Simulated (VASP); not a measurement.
# InSb (I-4m2) in VASP: settings compared, part 2 of 2

VASP 6.6.1.

## (4) Single point, PBEsol

The input, INCAR:

```
SYSTEM = InSb
PREC = Accurate
ENCUT = 520
EDIFF = 1E-7
ISMEAR = 0
SIGMA = 0.5
LREAL = .FALSE.
LASPH = .TRUE.
NELM = 100
ALGO = Fast
ISIF = 2
LWAVE = .FALSE.
LCHARG = .TRUE.
GGA = PS
LELF = .TRUE.
LVHAR = .TRUE.
NBANDS = 16
```

The input, KPOINTS:

```
Automatic mesh
0
G
  14 14 14
  0 0 0
```

The input, POSCAR:

```
InSb
1.0
   -2.9041400000      2.9041400000      1.5853500000
    2.9041400000     -2.9041400000      1.5853500000
    2.9041400000      2.9041400000     -1.5853500000
In Sb
1 1
Direct
    0.7500000000      0.2500000000      0.5000000000
    0.0000000000      0.0000000000      0.0000000000
```

Potentials or basis: VASP PAW PBE potentials, release 64 (In_d, Sb).

On the command line:

```sh
> cat potpaw_PBE.64/In_d/POTCAR potpaw_PBE.64/Sb/POTCAR > POTCAR
> mpirun -np 1 vasp_std > vasp.out
```

OUTCAR:

```text
SYSTEM = InSb
   PREC = Accurate
   ENCUT = 520
   EDIFF = 1E-7
   ISMEAR = 0
   LREAL = .FALSE.
   LASPH = .TRUE.
   NELM = 100
   ISIF = 2
   GGA = PS

 ion  position               nearest neighbor table
   1  0.750  0.250  0.500-   2 3.01   2 3.01   2 3.01   2 3.01   2 3.75   2 3.75   2 3.75   2 3.75

   2  0.000  0.000  0.000-   1 3.01   1 3.01   1 3.01   1 3.01   1 3.75   1 3.75   1 3.75   1 3.75

  LATTYP: Found a body centered tetragonal cell.
 ALAT       =     5.8082800000
 C/A-ratio  =     0.5458931043

  Lattice vectors:

 A1 = (  -2.9041400000,   2.9041400000,   1.5853500000)
 A2 = (   2.9041400000,  -2.9041400000,   1.5853500000)
 A3 = (   2.9041400000,   2.9041400000,  -1.5853500000)

Analysis of symmetry for initial positions (statically):
=====================================================================
 Subroutine PRICEL returns:
 Original cell was already a primitive cell.

 Routine SETGRP: Setting up the symmetry group for a
 body centered tetragonal supercell.

 Subroutine GETGRP returns: Found  8 space group operations
 (whereof  8 operations were pure point group operations)
 out of a pool of 16 trial point group operations.

The static configuration has the point symmetry D_2d.

Analysis of symmetry for dynamics (positions and initial velocities):
=====================================================================
 Subroutine PRICEL returns:
 Original cell was already a primitive cell.

 Routine SETGRP: Setting up the symmetry group for a
 body centered tetragonal supercell.

 Subroutine GETGRP returns: Found  8 space group operations
 (whereof  8 operations were pure point group operations)
 out of a pool of 16 trial point group operations.

The dynamic configuration has the point symmetry D_2d.

 Subroutine INISYM returns: Found  8 space group operations
 (whereof  8 operations are pure point group operations),
 and found     1 'primitive' translations

----------------------------------------------------------------------------------------

                                     Primitive cell

  volume of cell :      53.4836

  direct lattice vectors                    reciprocal lattice vectors
    -2.904140000  2.904140000  1.585350000     0.000000000  0.172168008  0.315387769
     2.904140000 -2.904140000  1.585350000     0.172168008  0.000000000  0.315387769
     2.904140000  2.904140000 -1.585350000     0.172168008  0.172168008  0.000000000

  length of vectors
     4.402430340  4.402430340  4.402430340     0.359320565  0.359320565  0.243482333

  position of ions in fractional coordinates (direct lattice)
     0.750000000  0.250000000  0.500000000
     0.000000000  0.000000000  0.000000000

  ion indices of the primitive-cell ions
   primitive index   ion index
                 1           1
                 2           2

----------------------------------------------------------------------------------------

 KPOINTS: Automatic mesh

Automatic generation of k-mesh.
 Grid dimensions read from file:
 generate k-points for:   14   14   14

 Generating k-lattice:

  Cartesian coordinates                     Fractional coordinates (reciprocal lattice)
     0.000000000  0.012297715  0.022527698     0.071428571  0.000000000  0.000000000
     0.012297715  0.000000000  0.022527698     0.000000000  0.071428571  0.000000000
     0.012297715  0.012297715  0.000000000     0.000000000  0.000000000  0.071428571

  Length of vectors
     0.025665755  0.025665755  0.017391595

  Shift w.r.t. Gamma in fractional coordinates (k-lattice)
     0.000000000  0.000000000  0.000000000

 Subroutine IBZKPT returns following result:
 ===========================================

 Found    244 irreducible k-points:

 Following reciprocal coordinates:
            Coordinates               Weight
  0.000000  0.000000  0.000000      1.000000
  0.071429  0.000000  0.000000      8.000000
  0.142857 -0.000000  0.000000      8.000000
  0.214286  0.000000  0.000000      8.000000
  0.285714  0.000000  0.000000      8.000000
  0.357143  0.000000  0.000000      8.000000
[... 16 lines left out ...]
  0.214286  0.142857  0.000000     16.000000
  0.285714  0.142857  0.000000     16.000000
 [... further k-points ...]
   k-points           NKPTS =    244   k-points in BZ     NKDIM =    244   number of bands    NBANDS=     16
   number of dos      NEDOS =    301   number of ions     NIONS =      2
   total plane-waves  NPLWV =  46656
   dimension x,y,z NGX =    36 NGY =   36 NGZ =   36
   dimension x,y,z NGXF=    72 NGYF=   72 NGZF=   72
   ions per type =               1   1
   NGX,Y,Z   is equivalent  to a cutoff of  13.59, 13.59, 13.59 a.u.
   NGXF,Y,Z  is equivalent  to a cutoff of  27.19, 27.19, 27.19 a.u.
 SYSTEM =  InSb
   PREC   = accura    normal or accurate (medium, high low for compatibility)
   ISTART =      0    job   : 0-new  1-cont  2-samecut
   ICHARG =      2    charge: 1-file 2-atom 10-const
   ISPIN  =      1    spin polarized calculation?
   LNONCOLLINEAR =      F non collinear calculations
   LSORBIT =      F    spin-orbit coupling
   LASPH  =      T    aspherical Exc in radial PAW
   ENCUT  =  520.0 eV  38.22 Ry    6.18 a.u.   8.19  8.19  8.19*2*pi/ulx,y,z
   NELM   =    100;   NELMIN=  2; NELMDL= -5     # of ELM steps
   EDIFF  = 0.1E-06   stopping-criterion for ELM
   LREAL  =      F    real-space projection
   EDIFFG = 0.1E-05   stopping-criterion for IOM
   NSW    =      0    number of steps for IOM
   IBRION =     -1    ionic relax: 0-MD 1-quasi-New 2-CG
   NFREE  =      0    steps in history (QN), initial steepest desc. (CG)
   ISIF   =      2    stress and relaxation
   ISYM   =      2    0-nonsym 1-usesym 2-fastsym
   POTIM  = 0.5000    time-step for ionic-motion
   TEBEG  =    0.0;   TEEND  =   0.0 temperature during run
   PSTRESS=    0.0 pullay stress
   NELECT =      18.0000    total number of electrons
   NUPDOWN=      -1.0000    fix difference up-down
   EMIN   =  10.00;   EMAX   =-10.00  energy-range for DOS
   EFERMI =   0.00;   METHOD = LEGACY
   ISMEAR =     0;   SIGMA  =   0.50  broadening in eV -4-tet -1-fermi 0-gaus
   EFERMI_NEDOS =   21; number of points for ismear=-14 and -15
   IALGO  =     68    algorithm
   IMIX   =      4    mixing-type and parameters
     AMIX     =   0.40;   BMIX     =  1.00
     AMIX_MAG =   1.60;   BMIX_MAG =  1.00
  volume/ion in A,a.u.               =      26.74       180.46
  Fermi-wavevector in a.u.,A,eV,Ry     =   1.138743  2.151912 17.643148  1.296735
  Thomas-Fermi vector in A             =   2.275447
   LORBIT       =      0    0 simple, 1 ext, 2 COOP (PROOUT), +10 PAW based schemes
   GGA     = PS    functional components
   LHFCALC =     F    Hartree Fock is set to
   AEXX    =    0.0000 exact exchange contribution
   IVDW    =     0    specifies the selected vdW correction
   LEPSILON=     F    determine dielectric tensor
   LRPA    =     F    only Hartree local field effects (RPA)
 non-spin polarized calculation
 RMM-DIIS sequential band-by-band and
 Gauss-broadening in eV      SIGMA  =   0.50
  energy-cutoff  :      520.00
  volume of cell :       53.48
 maximum number of plane-waves:      1468
 NGX is ok and might be reduce to    36
   NGX = 17   NGY = 17   NGZ = 17

 number of electron      17.9999995 magnetization

 Free energy of the ion-electron system (eV)
  ---------------------------------------------------
  ext. energy  EPLUGINS =         0.00000000
  ---------------------------------------------------
  free energy    TOTEN  =        -7.63029129 eV

  energy without entropy =       -7.52545725  energy(sigma->0) =       -7.57787427

 E-fermi :   7.6221     XC(G=0): -10.2669

 val. band max:        7.6043561163   @ k =  -0.2857   0.5000   0.1429
 cond. band min:       7.6327045879   @ k =  -0.2857  -0.4286   0.0714
 fundamental gap:      0.0283484716
 Fermi energy:         7.6220999668

 k-point     1 :       0.0000    0.0000    0.0000
  band No.  band energies     occupation
      1      -7.1382      2.00000
      2      -6.8844      2.00000
      3      -6.8822      2.00000
      4      -6.7708      2.00000
      5      -6.7708      2.00000
      6      -4.0478      2.00000
[... 8 lines left out ...]
     15      17.0700      0.00000
     16      17.8499      0.00000
[... 419 lines left out ...]
 k-point    24 :       0.2857    0.1429    0.0000
  band No.  band energies     occupation
      1      -6.9625      2.00000
      2      -6.9530      2.00000
      3      -6.8933      2.00000
      4      -6.8264      2.00000
      5      -6.7068      2.00000
      6      -1.1272      2.00000
[... 8 lines left out ...]
     15      15.3158      0.00000
     16      16.9947      0.00000

 [... further k-points ...]
[... 5 lines left out ...]
  --------------------------------------------------------------------------------------
  -------------------------------------------------------------------------------------
  Total        0.0662794      0.0662794      0.0194839      0.0000000      0.0000000      0.0000000
  in kB        1.9854965      1.9854965      0.5836682      0.0000000      0.0000000      0.0000000
  external PRESSURE =       1.5182204 kB  Pullay stress =       0.0000000 kB

 VOLUME and BASIS-vectors are now :
 -----------------------------------------------------------------------------
  energy-cutoff  :      520.00
  volume of cell :       53.48
      direct lattice vectors                 reciprocal lattice vectors
    -2.904140000  2.904140000  1.585350000     0.000000000  0.172168008  0.315387769
     2.904140000 -2.904140000  1.585350000     0.172168008  0.000000000  0.315387769
     2.904140000  2.904140000 -1.585350000     0.172168008  0.172168008  0.000000000

 POSITION                                       TOTAL-FORCE (eV/Angst)
 -----------------------------------------------------------------------------------
      0.00000      2.90414      0.79268         0.000000      0.000000      0.000000
      0.00000      0.00000      0.00000        -0.000000     -0.000000     -0.000000
 -----------------------------------------------------------------------------------
    total drift:                                0.000000     -0.000000     -0.000000

  FREE ENERGIE OF THE ION-ELECTRON SYSTEM (eV)
  ---------------------------------------------------
  free  energy   TOTEN  =        -7.6302912890 eV

  energy  without entropy=       -7.5254572458  energy(sigma->0) =       -7.57787427
```

stdout:

```text
POSCAR found type information on POSCAR InSb
 POSCAR found :  2 types and       2 ions
 scaLAPACK will be used
 -----------------------------------------------------------------------------
|                                                                             |
|                                                                             |
|     You enforced a specific xc type in the INCAR file but a different       |
|     I HOPE YOU KNOW WHAT YOU ARE DOING!                                     |
|                                                                             |
 -----------------------------------------------------------------------------

 LDA part: xc-table for (Slater+PW92), standard interpolation
 POSCAR, INCAR and KPOINTS ok, starting setup
 FFT: planning ... GRIDC
 FFT: planning ... GRID_SOFT
 FFT: planning ... GRID
 WAVECAR not read
 entering main loop
WARNING in EDDRMM: call to ZHEGV failed, returncode =   8  4     16
WARNING in EDDRMM: call to ZHEGV failed, returncode =   8  4     15
WARNING in EDDRMM: call to ZHEGV failed, returncode =   6  3     15
```

Run time: 3.8 min. Hardware: 1 thread of Intel Xeon Platinum 8488C (Sapphire Rapids), shared host; peak memory 0.37 GiB.

What came out:

```
Free energy            : -7.6303 eV
Pressure               : 0.2 GPa
Band gap on the k mesh : none (metal or under the smearing width)
```

Caveat: the PAW data sets were made with another functional, which shifts forces and pressure a little. Spin-orbit coupling is left out, which matters for the levels of Sb.

## (5) Single point, PBEsol

Edit INCAR of step 4 so:

```diff
@@ -2,6 +2,6 @@
 PREC = Accurate
-ENCUT = 520
+ENCUT = 900
 EDIFF = 1E-7
 ISMEAR = 0
-SIGMA = 0.5
+SIGMA = 0.1
 LREAL = .FALSE.
```

KPOINTS is that of step 4.

POSCAR is that of step 4.

On the command line:

```sh
> cat potpaw_PBE.64/In_d/POTCAR potpaw_PBE.64/Sb/POTCAR > POTCAR
> mpirun -np 1 vasp_std > vasp.out
```

Run time: 10 min. Hardware: 1 thread of Intel Xeon Platinum 8488C (Sapphire Rapids), shared host; peak memory 0.69 GiB.

Results (log left out):

| Quantity | Value |
| --- | --- |
| Free energy | -7.5809 eV |
| Pressure | 0.0 GPa |
| Band gap on the k mesh | none (metal or under the smearing width) |

Levels at points of the mesh, in eV from the Fermi level:
```tsv
k point	band 6	band 7	band 8	band 9	band 10	band 11	band 12	band 13
(0.00, 0.00, 0.00)	-11.67	-3.20	-2.17	-2.17	3.16	4.90	6.61	6.61
(0.50, 0.00, 0.00)	-8.12	-5.14	-2.20	-1.33	-1.28	2.44	3.07	5.07
(0.50, 0.50, 0.00)	-10.49	-7.67	-0.41	1.63	1.76	1.98	4.34	7.67
(0.50, 0.50, 0.50)	-9.41	-5.59	-4.90	-4.90	3.82	5.81	9.35	9.35
```

Caveat: the PAW data sets were made with another functional, which shifts forces and pressure a little. Spin-orbit coupling is left out, which matters for the levels of Sb.

## (6) Single point, r2SCAN

The input, INCAR:

```
SYSTEM = InSb
PREC = Accurate
ENCUT = 520
EDIFF = 1E-7
ISMEAR = 0
SIGMA = 0.1
LREAL = .FALSE.
LASPH = .TRUE.
NELM = 100
ALGO = Normal
ISIF = 2
LWAVE = .FALSE.
LCHARG = .TRUE.
METAGGA = R2SCAN
LMIXTAU = .TRUE.
LELF = .TRUE.
LVHAR = .TRUE.
NBANDS = 16
```

KPOINTS is that of step 5.

POSCAR is that of step 5.

Potentials or basis: VASP PAW PBE potentials, release 64 (In_d, Sb).

On the command line:

```sh
> cat potpaw_PBE.64/In_d/POTCAR potpaw_PBE.64/Sb/POTCAR > POTCAR
> mpirun -np 1 vasp_std > vasp.out
```

OUTCAR:

```text
SYSTEM = InSb
   PREC = Accurate
   ENCUT = 520
   EDIFF = 1E-7
   ISMEAR = 0
   LREAL = .FALSE.
   LASPH = .TRUE.
   NELM = 100
   ISIF = 2
   METAGGA = R2SCAN

 ion  position               nearest neighbor table
   1  0.750  0.250  0.500-   2 3.01   2 3.01   2 3.01   2 3.01   2 3.75   2 3.75   2 3.75   2 3.75

   2  0.000  0.000  0.000-   1 3.01   1 3.01   1 3.01   1 3.01   1 3.75   1 3.75   1 3.75   1 3.75

  LATTYP: Found a body centered tetragonal cell.
 ALAT       =     5.8082800000
 C/A-ratio  =     0.5458931043

  Lattice vectors:

 A1 = (  -2.9041400000,   2.9041400000,   1.5853500000)
 A2 = (   2.9041400000,  -2.9041400000,   1.5853500000)
 A3 = (   2.9041400000,   2.9041400000,  -1.5853500000)

Analysis of symmetry for initial positions (statically):
=====================================================================
 Subroutine PRICEL returns:
 Original cell was already a primitive cell.

 Routine SETGRP: Setting up the symmetry group for a
 body centered tetragonal supercell.

 Subroutine GETGRP returns: Found  8 space group operations
 (whereof  8 operations were pure point group operations)
 out of a pool of 16 trial point group operations.
[... 159 lines left out ...]
  ext. energy  EPLUGINS =         0.00000000
  ---------------------------------------------------
  free energy    TOTEN  =       -48.33724246 eV

  energy without entropy =      -48.33265886  energy(sigma->0) =      -48.33495066

 E-fermi :   7.7547     XC(G=0): -10.7374

 val. band max:        7.7526394128   @ k =   0.4286   0.3571   0.0714
 cond. band min:       7.7565122259   @ k =  -0.2857  -0.4286   0.0714
 fundamental gap:      0.0038728131
 Fermi energy:         7.7546987160

 k-point     1 :       0.0000    0.0000    0.0000
  band No.  band energies     occupation
      1      -7.7398      2.00000
      2      -7.4738      2.00000
      3      -7.4598      2.00000
      4      -7.3513      2.00000
      5      -7.3513      2.00000
      6      -4.4655      2.00000
[... 433 lines left out ...]
      3      -7.4837      2.00000
      4      -7.4049      2.00000
      5      -7.2865      2.00000
      6      -1.3708      2.00000
[... 8 lines left out ...]
     15      15.9626      0.00000
     16      17.6931      0.00000

 [... further k-points ...]
[... 5 lines left out ...]
  --------------------------------------------------------------------------------------
  -------------------------------------------------------------------------------------
  Total        0.5231834      0.5231834      0.6510006      0.0000000      0.0000000      0.0000000
  in kB       15.6727167     15.6727167     19.5016656      0.0000000      0.0000000      0.0000000
  external PRESSURE =      16.9490330 kB  Pullay stress =       0.0000000 kB

 VOLUME and BASIS-vectors are now :
 -----------------------------------------------------------------------------
  energy-cutoff  :      520.00
  volume of cell :       53.48
      direct lattice vectors                 reciprocal lattice vectors
    -2.904140000  2.904140000  1.585350000     0.000000000  0.172168008  0.315387769
     2.904140000 -2.904140000  1.585350000     0.172168008  0.000000000  0.315387769
     2.904140000  2.904140000 -1.585350000     0.172168008  0.172168008  0.000000000

 POSITION                                       TOTAL-FORCE (eV/Angst)
 -----------------------------------------------------------------------------------
      0.00000      2.90414      0.79268         0.000000      0.000000     -0.000000
      0.00000      0.00000      0.00000        -0.000000     -0.000000      0.000000
 -----------------------------------------------------------------------------------
    total drift:                                0.000001     -0.000001     -0.000000

  FREE ENERGIE OF THE ION-ELECTRON SYSTEM (eV)
  ---------------------------------------------------
  free  energy   TOTEN  =       -48.3372424642 eV

  energy  without entropy=      -48.3326588623  energy(sigma->0) =      -48.33495066
```

stdout:

```text
POSCAR found type information on POSCAR InSb
 POSCAR found :  2 types and       2 ions
 scaLAPACK will be used
 -----------------------------------------------------------------------------
|                                                                             |
|                                                                             |
|     You enforced a specific xc type in the INCAR file but a different       |
|     I HOPE YOU KNOW WHAT YOU ARE DOING!                                     |
|                                                                             |
 -----------------------------------------------------------------------------

 LDA part: xc-table for (None), standard interpolation
 POSCAR, INCAR and KPOINTS ok, starting setup
 FFT: planning ... GRIDC
 FFT: planning ... GRID_SOFT
 FFT: planning ... GRID
 WAVECAR not read
 entering main loop
```

It took 15 min on 1 thread of Intel Xeon Platinum 8488C (Sapphire Rapids), shared host; peak memory 0.38 GiB.

Results:

```
Free energy            : -48.3372 eV
Pressure               : 1.7 GPa
Band gap on the k mesh : none (metal or under the smearing width)
```

Levels at points of the mesh, in eV from the Fermi level:
```tsv
k point	band 5	band 6	band 7	band 8	band 9	band 10	band 11	band 12	band 13	band 14
(0.00, 0.00, 0.00)	-15.11	-12.22	-3.17	-2.39	-2.39	3.52	5.15	6.98	6.98	9.07
(0.50, 0.00, 0.00)	-15.01	-8.44	-5.40	-2.35	-1.50	-1.27	2.72	3.25	5.37	7.93
(0.50, 0.50, 0.00)	-15.09	-10.99	-8.00	-0.58	1.82	1.94	2.14	4.59	8.21	8.96
(0.50, 0.50, 0.50)	-15.09	-9.85	-5.78	-5.14	-5.14	4.01	6.16	9.97	9.97	13.14
```

Caveat: the PAW data sets were made with another functional, which shifts forces and pressure a little.

## (7) Summary

```tsv
level	k mesh	cutoff (eV)	smearing	gap on the mesh (eV)	pressure (GPa)
PBEsol	14 × 14 × 14	700	gaussian 0.1 eV	none	0.0
PBEsol	22 × 22 × 22	520	gaussian 0.1 eV	none	0.0
PBEsol	14 × 14 × 14	520	gaussian 0.5 eV	none	0.2
PBEsol	14 × 14 × 14	900	gaussian 0.1 eV	none	0.0
r2SCAN	14 × 14 × 14	520	gaussian 0.1 eV	none	1.7
```

Alike in all rows: task single point; potentials or basis VASP PAW PBE potentials, release 64 (In_d, Sb); no spin polarisation; cell as given.

Every run on the cell as given and a fine mesh finds a metal. The pressure there spans 0.0 GPa (PBEsol) to 1.7 GPa (r2SCAN); a positive pressure means that this level wants a larger cell, a negative one a smaller.

Caveats: the PAW data sets were made with another functional, which shifts forces and pressure a little.

Total energies depend on the potentials used, so only differences within one code and one set of settings carry meaning.
